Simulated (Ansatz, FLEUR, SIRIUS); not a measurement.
12 crystals, 3 set-ups of PBE: the bulk modulus

The same calculation (PBE, Γ-centred k mesh with a spacing near 0.25 Å⁻¹, Fermi-Dirac smearing of 0.05 eV, no spin-orbit coupling) was run on each cell with:

- A: SIRIUS, PseudoDojo 0.4.1 PBE standard (scalar relativistic), cutoffs 557 to 1152 eV
- B: FLEUR, all-electron
- C: Ansatz LAPW, all-electron LAPW, scalar-relativistic

Moduli come from Birch-Murnaghan fits over scaled cells with fixed shape and fractions, which off cubic symmetry can lie above the relaxed values. Among the elements in a form other than the usual one at room conditions: C. Not every cell is the stable form of its formula. Spin polarisation and spin-orbit coupling are off unless named.

```tsv
crystal	A (GPa)	B (GPa)	C (GPa)
Sr (Fm-3m)	11.70	11.70	11.70
HfC (Fm-3m)	236.79	233.65	233.45
W (Im-3m)	301.30	299.81	299.29
Zr (P6_3/mmc, 2 atoms)	?	94.42	94.42
Mg (P6_3/mmc, 2 atoms)	35.50	35.46	35.47
Ca (Fm-3m)	17.26	17.24	17.21
MgB2 (P6/mmm, 3 atoms)	151.85	151.86	152.04
YN (Fm-3m)	159.20	159.46	159.14
HfO2 (Fm-3m)	247.76	245.83	246.06
Pd (Fm-3m)	?	169.53	168.02
C (P6_3/mmc, 4 atoms)	?	433.89	434.11
Al (Fm-3m)	79.63	78.84	78.79
```

Estimate what A gave in the places left open.

In the rows shown A lies +0.20 % from the mean of the all-electron results in the median. The runs gave Zr 94.48 GPa (+0.06 %); Pd 169.02 GPa (+0.15 %); C 432.94 GPa (-0.24 %). The figures use the values as printed, and the reference carries errors of its own.
